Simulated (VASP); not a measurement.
# Ge (Fd-3m) in VASP: notebook

One crystal, Ge, is run at these levels: TB-mBJ; tasks: band structure.

All numbers are computed with VASP 6.6.1; they aren't measurements. Logs are shortened: lines on timing, memory, paths and dates and some standing lists are left out, and cuts for length are marked.

**What was measured.**

“Electronic and optical properties of SixGe1-x-ySny alloys lattice-matched to Ge”, 2021, arxiv:2109.02782 reports, for a bulk crystal of Ge at 293 K: band gap 0.666 eV (indirect).

How close the calculation comes is told below.

## Step 1: The structure

The structure is cubic, space group Fd-3m (No. 227). Conventional cell: a = 5.674 Å, b = 5.674 Å, c = 5.674 Å, α = 90.00°, β = 90.00°, γ = 90.00°. Ge (site symmetry -43m) is surrounded by 4 Ge at 2.46 Å.

## Step 2: Band structure, TB-mBJ

Contents of POSCAR:

```
Ge                                      
1.0
   -0.0000000000      2.8370028156      2.8370028156
    2.8370028156     -0.0000000000      2.8370028156
    2.8370028156      2.8370028156     -0.0000000000
  Ge            
     2
Direct
     0.0000000000000000    0.0000000000000000    0.0000000000000000
     0.2500000000000000    0.2500000000000000    0.2500000000000000
```

Contents of INCAR.step1:

```
PREC = Accurate
ENCUT = 520
EDIFF = 1E-5
ISMEAR = 0
SIGMA = 0.03
LREAL = F
LASPH = T
NELM = 80
ALGO = Normal
ISIF = 2
LWAVE = T
LCHARG = F
NBANDS = 21
GGA = PE
```

Contents of INCAR.step2:

```
PREC = Accurate
ENCUT = 520
EDIFF = 1E-6
ISMEAR = 0
SIGMA = 0.03
LREAL = F
LASPH = T
NELM = 80
ALGO = Normal
ISIF = 2
LWAVE = F
LCHARG = F
METAGGA = MBJ
NBANDS = 21
ISTART = 1
```

Contents of KPOINTS:

```
Automatic mesh
0
Gamma
  10 10 10
```

Contents of KPOINTS_OPT:

```
explicit points
159
Reciprocal
 0.0000000000  0.0000000000  0.0000000000 1
 0.0357142857  0.0000000000  0.0357142857 1
 0.0714285714  0.0000000000  0.0714285714 1
 0.1071428571  0.0000000000  0.1071428571 1
 0.1428571429  0.0000000000  0.1428571429 1
 0.1785714286  0.0000000000  0.1785714286 1
[... 151 lines left out ...]
 0.4250000000  0.0000000000  0.4250000000 1
 0.4500000000  0.0000000000  0.4500000000 1
```

Potentials or basis: VASP PAW PBE potentials, release 64 (Ge_d).

On the command line:

```bash
$ cat potpaw_PBE.64/Ge_d/POTCAR > POTCAR
$ cp INCAR.step1 INCAR
$ mpirun -np 1 vasp_std > vasp.out
$ cp INCAR.step2 INCAR
$ mpirun -np 1 vasp_std > vasp.out
```

OUTCAR:

```text
PREC = Accurate
   ENCUT = 520
   EDIFF = 1E-6
   ISMEAR = 0
   LREAL = F
   LASPH = T
   NELM = 80
   ISIF = 2
   METAGGA = MBJ
   ISTART = 1

 ion  position               nearest neighbor table
   1  0.000  0.000  0.000-   2 2.46   2 2.46   2 2.46   2 2.46
   2  0.250  0.250  0.250-   1 2.46   1 2.46   1 2.46   1 2.46

  LATTYP: Found a face centered cubic cell.
 ALAT       =     5.6740056312

  Lattice vectors:

 A1 = (   0.0000000000,   2.8370028156,   2.8370028156)
 A2 = (   2.8370028156,   0.0000000000,   2.8370028156)
 A3 = (   2.8370028156,   2.8370028156,   0.0000000000)

Analysis of symmetry for initial positions (statically):
=====================================================================
 Subroutine PRICEL returns:
 Original cell was already a primitive cell.

 Routine SETGRP: Setting up the symmetry group for a
 face centered cubic supercell.

 Subroutine GETGRP returns: Found 48 space group operations
 (whereof 24 operations were pure point group operations)
 out of a pool of 48 trial point group operations.

The static configuration has the point symmetry T_d .
 The point group associated with its full space group is O_h .

Analysis of symmetry for dynamics (positions and initial velocities):
=====================================================================
 Subroutine PRICEL returns:
 Original cell was already a primitive cell.

 Routine SETGRP: Setting up the symmetry group for a
 face centered cubic supercell.

 Subroutine GETGRP returns: Found 48 space group operations
 (whereof 24 operations were pure point group operations)
 out of a pool of 48 trial point group operations.

The dynamic configuration has the point symmetry T_d .
 The point group associated with its full space group is O_h .

 Subroutine INISYM returns: Found 48 space group operations
 (whereof 24 operations are pure point group operations),
 and found     1 'primitive' translations

----------------------------------------------------------------------------------------

                                     Primitive cell

  volume of cell :      45.6677

  direct lattice vectors                    reciprocal lattice vectors
     0.000000000  2.837002816  2.837002816    -0.176242335  0.176242335  0.176242335
     2.837002816  0.000000000  2.837002816     0.176242335 -0.176242335  0.176242335
     2.837002816  2.837002816  0.000000000     0.176242335  0.176242335 -0.176242335

  length of vectors
     4.012127858  4.012127858  4.012127858     0.305260678  0.305260678  0.305260678

  position of ions in fractional coordinates (direct lattice)
     0.000000000  0.000000000  0.000000000
     0.250000000  0.250000000  0.250000000

  ion indices of the primitive-cell ions
   primitive index   ion index
                 1           1
                 2           2

----------------------------------------------------------------------------------------

 KPOINTS: Automatic mesh

Automatic generation of k-mesh.
 Grid dimensions read from file:
 generate k-points for:   10   10   10

 Generating k-lattice:

  Cartesian coordinates                     Fractional coordinates (reciprocal lattice)
    -0.017624233  0.017624233  0.017624233     0.100000000  0.000000000  0.000000000
     0.017624233 -0.017624233  0.017624233     0.000000000  0.100000000  0.000000000
     0.017624233  0.017624233 -0.017624233     0.000000000  0.000000000  0.100000000

  Length of vectors
     0.030526068  0.030526068  0.030526068

  Shift w.r.t. Gamma in fractional coordinates (k-lattice)
     0.000000000  0.000000000  0.000000000

 Subroutine IBZKPT returns following result:
 ===========================================

 Found     47 irreducible k-points:

 Following reciprocal coordinates:
            Coordinates               Weight
  0.000000  0.000000  0.000000      1.000000
  0.100000  0.000000  0.000000      8.000000
  0.200000  0.000000  0.000000      8.000000
  0.300000  0.000000  0.000000      8.000000
  0.400000  0.000000  0.000000      8.000000
  0.500000  0.000000  0.000000      4.000000
[... 16 lines left out ...]
  0.300000  0.300000  0.000000      6.000000
  0.400000  0.300000  0.000000     24.000000
 [... further k-points ...]
   k-points           NKPTS =     47   k-points in BZ     NKDIM =     47   number of bands    NBANDS=     21
   number of dos      NEDOS =    301   number of ions     NIONS =      2
   total plane-waves  NPLWV =  27000
   dimension x,y,z NGX =    30 NGY =   30 NGZ =   30
   dimension x,y,z NGXF=    60 NGYF=   60 NGZF=   60
   ions per type =               2
   NGX,Y,Z   is equivalent  to a cutoff of  12.43, 12.43, 12.43 a.u.
   NGXF,Y,Z  is equivalent  to a cutoff of  24.86, 24.86, 24.86 a.u.
 SYSTEM =  unknown system
   PREC   = accura    normal or accurate (medium, high low for compatibility)
   ISTART =      1    job   : 0-new  1-cont  2-samecut
   ICHARG =      0    charge: 1-file 2-atom 10-const
   ISPIN  =      1    spin polarized calculation?
   LNONCOLLINEAR =      F non collinear calculations
   LSORBIT =      F    spin-orbit coupling
   LASPH  =      T    aspherical Exc in radial PAW
   ENCUT  =  520.0 eV  38.22 Ry    6.18 a.u.   7.46  7.46  7.46*2*pi/ulx,y,z
   NELM   =     80;   NELMIN=  2; NELMDL=  0     # of ELM steps
   EDIFF  = 0.1E-05   stopping-criterion for ELM
   LREAL  =      F    real-space projection
   EDIFFG = 0.1E-04   stopping-criterion for IOM
   NSW    =      0    number of steps for IOM
   IBRION =     -1    ionic relax: 0-MD 1-quasi-New 2-CG
   NFREE  =      0    steps in history (QN), initial steepest desc. (CG)
   ISIF   =      2    stress and relaxation
   ISYM   =      2    0-nonsym 1-usesym 2-fastsym
   POTIM  = 0.5000    time-step for ionic-motion
   TEBEG  =    0.0;   TEEND  =   0.0 temperature during run
   PSTRESS=    0.0 pullay stress
   NELECT =      28.0000    total number of electrons
   NUPDOWN=      -1.0000    fix difference up-down
   EMIN   =  10.00;   EMAX   =-10.00  energy-range for DOS
   EFERMI =   0.00;   METHOD = LEGACY
   ISMEAR =     0;   SIGMA  =   0.03  broadening in eV -4-tet -1-fermi 0-gaus
   EFERMI_NEDOS =   21; number of points for ismear=-14 and -15
   IALGO  =     38    algorithm
   IMIX   =      4    mixing-type and parameters
     AMIX     =   0.40;   BMIX     =  1.00
     AMIX_MAG =   1.60;   BMIX_MAG =  1.00
  volume/ion in A,a.u.               =      22.83       154.09
  Fermi-wavevector in a.u.,A,eV,Ry     =   1.390778  2.628189 26.317243  1.934263
  Thomas-Fermi vector in A             =   2.514680
   LORBIT       =      0    0 simple, 1 ext, 2 COOP (PROOUT), +10 PAW based schemes
   METAGGA = MBJ    functional components
   LHFCALC =     F    Hartree Fock is set to
   AEXX    =    0.0000 exact exchange contribution
   IVDW    =     0    specifies the selected vdW correction
   LEPSILON=     F    determine dielectric tensor
   LRPA    =     F    only Hartree local field effects (RPA)
 non-spin polarized calculation
 Gauss-broadening in eV      SIGMA  =   0.03
  energy-cutoff  :      520.00
  volume of cell :       45.67
 maximum number of plane-waves:      1249
 NGX is ok and might be reduce to    30
   NGX = 15   NGY = 15   NGZ = 15

 number of electron      28.0000015 magnetization

 Free energy of the ion-electron system (eV)
  ---------------------------------------------------
  ext. energy  EPLUGINS =         0.00000000
  ---------------------------------------------------
  free energy    TOTEN  =       219.57664868 eV

  energy without entropy =      219.57664868  energy(sigma->0) =      219.57664868

 E-fermi :   5.0484     XC(G=0): -11.4322

 val. band max:        4.9330695452   @ k =   0.0000   0.0000   0.0000
 cond. band min:       5.6086168949   @ k =   0.0000   0.0000   0.0000
 fundamental gap:      0.6755473497
 Fermi energy:         5.0483859342

 k-point     1 :       0.0000    0.0000    0.0000
  band No.  band energies     occupation
      1     -20.1591      2.00000
      2     -20.1591      2.00000
      3     -20.1589      2.00000
      4     -20.0937      2.00000
      5     -20.0937      2.00000
      6     -19.9169      2.00000
[... 13 lines left out ...]
     20      14.3587      0.00000
     21      14.3587      0.00000

 k-point     2 :       0.1000    0.0000    0.0000
  band No.  band energies     occupation
      1     -20.1629      2.00000
      2     -20.1628      2.00000
      3     -20.1574      2.00000
      4     -20.0878      2.00000
      5     -20.0878      2.00000
      6     -19.9199      2.00000
[... 13 lines left out ...]
     20      13.7723      0.00000
     21      13.7724      0.00000

 k-point     3 :       0.2000    0.0000    0.0000
  band No.  band energies     occupation
      1     -20.1704      2.00000
      2     -20.1702      2.00000
      3     -20.1529      2.00000
      4     -20.0755      2.00000
      5     -20.0755      2.00000
      6     -19.9256      2.00000
[... 13 lines left out ...]
     20      13.3087      0.00000
     21      13.5378      0.00000

 k-point     4 :       0.3000    0.0000    0.0000
  band No.  band energies     occupation
      1     -20.1766      2.00000
      2     -20.1765      2.00000
      3     -20.1471      2.00000
      4     -20.0642      2.00000
      5     -20.0641      2.00000
      6     -19.9313      2.00000
[... 13 lines left out ...]
     20      13.6723      0.00000
     21      13.6748      0.00000

 k-point     5 :       0.4000    0.0000    0.0000
  band No.  band energies     occupation
      1     -20.1802      2.00000
      2     -20.1800      2.00000
      3     -20.1423      2.00000
      4     -20.0576      2.00000
      5     -20.0575      2.00000
      6     -19.9370      2.00000
[... 13 lines left out ...]
     20      14.8847      0.00000
     21      14.8881      0.00000
[... 382 lines left out ...]
     20      14.7303      0.00000
     21      16.5844      0.00000

 k-point    22 :      -0.2000    0.2000    0.0000
  band No.  band energies     occupation
      1     -20.1859      2.00000
      2     -20.1829      2.00000
      3     -20.1319      2.00000
      4     -20.0642      2.00000
      5     -20.0453      2.00000
      6     -19.9536      2.00000
[... 13 lines left out ...]
     20      15.3336      0.00000
     21      15.6627      0.00000

 k-point    23 :       0.3000    0.3000    0.0000
  band No.  band energies     occupation
      1     -20.1812      2.00000
      2     -20.1811      2.00000
      3     -20.1479      2.00000
      4     -20.0488      2.00000
      5     -20.0191      2.00000
      6     -20.0132      2.00000
[... 13 lines left out ...]
     20      15.8109      0.00000
     21      16.6975      0.00000

 k-point    24 :       0.4000    0.3000    0.0000
  band No.  band energies     occupation
      1     -20.1897      2.00000
      2     -20.1854      2.00000
      3     -20.1327      2.00000
      4     -20.0348      2.00000
      5     -20.0301      2.00000
      6     -20.0031      2.00000
[... 13 lines left out ...]
     20      16.5784      0.00000
     21      17.1250      0.00000

 [... further k-points ...]
[... 5 lines left out ...]
  --------------------------------------------------------------------------------------
  -------------------------------------------------------------------------------------
  Total     -210.3742515   -210.3742515   -210.3742515     -0.0000000      0.0000000      0.0000000
  in kB    -7380.6374073  -7380.6374073  -7380.6374073     -0.0000000      0.0000000      0.0000000
  external PRESSURE =   -7380.6374073 kB  Pullay stress =       0.0000000 kB

 VOLUME and BASIS-vectors are now :
 -----------------------------------------------------------------------------
  energy-cutoff  :      520.00
  volume of cell :       45.67
      direct lattice vectors                 reciprocal lattice vectors
     0.000000000  2.837002816  2.837002816    -0.176242335  0.176242335  0.176242335
     2.837002816  0.000000000  2.837002816     0.176242335 -0.176242335  0.176242335
     2.837002816  2.837002816  0.000000000     0.176242335  0.176242335 -0.176242335

 POSITION                                       TOTAL-FORCE (eV/Angst)
 -----------------------------------------------------------------------------------
      0.00000      0.00000      0.00000         0.000000      0.000000      0.000000
      1.41850      1.41850      1.41850        -0.000000     -0.000000     -0.000000
 -----------------------------------------------------------------------------------
    total drift:                                0.000000     -0.000000      0.000000

  FREE ENERGIE OF THE ION-ELECTRON SYSTEM (eV)
  ---------------------------------------------------
  free  energy   TOTEN  =       219.5766486837 eV

  energy  without entropy=      219.5766486837  energy(sigma->0) =      219.57664868
```

It took 2.1 min on 1 thread of AMD EPYC 9R45 (Zen 5), shared host; peak memory 0.18 GiB.

What came out:

| Item | Value |
| --- | --- |
| Band gap on the k mesh | 0.68 eV, direct |
| Band gap along the path | 0.68 eV, direct |

Levels at the corners of the path, in eV from the valence-band top:
| point | band 10 | band 11 | band 12 | band 13 | band 14 | band 15 | band 16 | band 17 | band 18 | band 19 |
| --- | --- | --- | --- | --- | --- | --- | --- | --- | --- | --- |
| Γ | -24.82 | -12.55 | 0.00 | 0.00 | 0.00 | 0.68 | 2.81 | 2.81 | 2.82 | 7.08 |
| X | -24.80 | -8.67 | -8.67 | -2.96 | -2.96 | 1.23 | 1.23 | 9.95 | 9.96 | 12.13 |
| X | -24.80 | -8.67 | -8.67 | -2.96 | -2.96 | 1.23 | 1.23 | 9.95 | 9.96 | 12.12 |
| W | -24.79 | -8.58 | -8.58 | -3.70 | -3.70 | 4.69 | 4.69 | 5.06 | 5.06 | 11.31 |
| W | -24.79 | -8.58 | -8.58 | -3.70 | -3.70 | 4.69 | 4.69 | 5.06 | 5.06 | 11.31 |
| K | -24.78 | -9.15 | -8.08 | -4.11 | -2.53 | 1.62 | 4.45 | 7.66 | 7.67 | 8.46 |
| K | -24.78 | -9.15 | -8.08 | -4.11 | -2.53 | 1.62 | 4.45 | 7.66 | 7.67 | 8.46 |
| Γ | -24.82 | -12.55 | 0.00 | 0.00 | 0.00 | 0.68 | 2.81 | 2.81 | 2.82 | 7.08 |
| Γ | -24.82 | -12.55 | 0.00 | 0.00 | 0.00 | 0.68 | 2.81 | 2.81 | 2.82 | 7.08 |
| L | -24.81 | -10.48 | -7.34 | -1.36 | -1.36 | 0.69 | 4.02 | 4.02 | 7.75 | 11.05 |
| L | -24.81 | -10.48 | -7.34 | -1.36 | -1.36 | 0.69 | 4.02 | 4.02 | 7.75 | 11.05 |
| U | -24.78 | -9.15 | -8.08 | -4.11 | -2.53 | 1.62 | 4.45 | 7.66 | 7.67 | 8.46 |
| U | -24.78 | -9.15 | -8.08 | -4.11 | -2.53 | 1.62 | 4.45 | 7.66 | 7.67 | 8.46 |
| W | -24.79 | -8.58 | -8.58 | -3.70 | -3.70 | 4.69 | 4.69 | 5.06 | 5.06 | 11.31 |
| W | -24.79 | -8.58 | -8.58 | -3.70 | -3.70 | 4.69 | 4.69 | 5.06 | 5.06 | 11.31 |
| L | -24.81 | -10.48 | -7.34 | -1.36 | -1.36 | 0.69 | 4.02 | 4.02 | 7.75 | 11.05 |
| L | -24.81 | -10.48 | -7.34 | -1.36 | -1.36 | 0.69 | 4.02 | 4.02 | 7.75 | 11.05 |
| K | -24.78 | -9.15 | -8.08 | -4.11 | -2.53 | 1.62 | 4.45 | 7.66 | 7.67 | 8.46 |
| U | -24.78 | -9.15 | -8.08 | -4.11 | -2.53 | 1.62 | 4.45 | 7.66 | 7.67 | 8.46 |
| X | -24.80 | -8.67 | -8.67 | -2.96 | -2.96 | 1.23 | 1.23 | 9.95 | 9.96 | 12.13 |

Caveat: the PAW data sets were made with another functional, which shifts forces and pressure a little.

## Step 3: Band structure, TB-mBJ, spin-orbit coupling, no magnetisation

POSCAR is that of step 2.

Edit INCAR.step1 of step 2 so:

```diff
@@ -12,3 +12,7 @@
 LCHARG = F
-NBANDS = 21
+MAGMOM = 0 0 0 0 0 0
+LORBIT = 11
+LSORBIT = T
+GGA_COMPAT = F
+NBANDS = 42
 GGA = PE
```

Edit INCAR.step2 of step 2 so:

```diff
@@ -12,4 +12,8 @@
 LCHARG = F
+MAGMOM = 0 0 0 0 0 0
+LORBIT = 11
+LSORBIT = T
+GGA_COMPAT = F
 METAGGA = MBJ
-NBANDS = 21
+NBANDS = 42
 ISTART = 1
```

Contents of KPOINTS:

```
Automatic mesh
0
Gamma
  6 6 6
```

KPOINTS_OPT is that of step 2.

Potentials or basis: VASP PAW PBE potentials, release 64 (Ge_d).

On the command line:

```bash
$ cat potpaw_PBE.64/Ge_d/POTCAR > POTCAR
$ cp INCAR.step1 INCAR
$ mpirun -np 1 vasp_ncl > vasp.out
$ cp INCAR.step2 INCAR
$ mpirun -np 1 vasp_ncl > vasp.out
```

Run time: 6.5 min. Hardware: 1 thread of AMD EPYC 9R45 (Zen 5), shared host; peak memory 0.3 GiB.

It converged, with:

```yaml
Valence_electrons_inside_the_program's_atomic_spheres: Ge 12.26
```

Caveat: the PAW data sets were made with another functional, which shifts forces and pressure a little.

## Step 4: Against experiment

Step 2. A measured gap of Ge is 0.666 eV (indirect; 293 K; “Electronic and optical properties of SixGe1-x-ySny alloys lattice-matched to Ge”, 2021, arxiv:2109.02782); the calculated 0.68 eV misses it by +0.01 eV. 3 values of this kind are on record (0.666 to 0.807 eV); this one was drawn at random among those near their median. Spin-orbit coupling on Ge is left out. The value is that of TB-mBJ, without temperature or zero-point motion.
